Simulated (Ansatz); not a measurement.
The system is TePt.

```
Pt Te
1.0
     1.98157    1.14406    6.66103
    -1.98157    1.14406    6.66103
     0.00000   -2.28812    6.66103
Pt Te
2 2
Cartesian
  0.0000 0.0000 2.5911
  0.0000 0.0000 17.3920
  0.0000 0.0000 8.0332
  0.0000 0.0000 11.9499
```

Base run:

- Program: Ansatz 0.2.0
- Functional: PBEsol
- Potentials or basis: Ansatz PAW
- Cutoff: 420 eV
- Density cutoff: 1680 eV
- k mesh: 6 × 6 × 6
- Occupations: fermi-dirac, width 0.05 eV
- Spin: spin-orbit coupling, no magnetisation

Its results: band gap on the k mesh none (metal or under the smearing width); pressure -0.4 GPa; largest force 0.281 eV/Å.

Problem. The run is repeated on the same cell with these changes: functional from PBEsol to LDA. What comes out?

Solution. Band gap on the k mesh none (metal or under the smearing width); pressure -2.9 GPa; largest force 0.297 eV/Å.

LDA binds more tightly than PBEsol, so the same cell stands under less pressure.

Caveats: the PAW data sets come from PBE, with cores solved anew for the run's functional, which leaves a small shift of forces and pressure.

Not every run made on this cell is shown here.
